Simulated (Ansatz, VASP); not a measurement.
Two plane-wave programs on SnTe

```
CELL_PARAMETERS angstrom
0.00000 -3.20617 -3.20617
3.20617 0.00000 -3.20617
3.20617 -3.20617 0.00000
ATOMIC_POSITIONS crystal
Sn 0.00000 0.00000 0.00000
Te 0.50000 0.50000 0.50000
```

Alike in both runs: functional PBE; k mesh 10 × 10 × 10; occupations gaussian, width 0.01 eV; no spin polarisation.

Ansatz relaxed the structure, and its values are those at the end. VASP's run is a single point on that final structure, the one shown.

|  | VASP | Ansatz |
| --- | --- | --- |
| version | VASP 6.6.1 | Ansatz 0.2.0 |
| potentials or method | VASP PAW PBE potentials, release 64 (Sn_d, Te) | scalar-relativistic, plane waves, PAW |
| plane-wave cutoff (eV) | 520 | 420 |
| valence electrons in the cell | 20 | 30 |

Ansatz gave:

- gap on the k mesh at the Fermi level (eV): 0.06
- least direct gap on the mesh (eV): 0.06
- pressure (GPa): 0.0

**Question.** Which values does VASP return?

**Answer.** gap on the k mesh at the Fermi level (eV): 0.05; least direct gap on the mesh (eV): 0.05; pressure (GPa): -0.1.

The two sets of potentials don't hold the same shells in valence.

Caveats: spin-orbit coupling is left out, which moves the levels of the heavy elements.
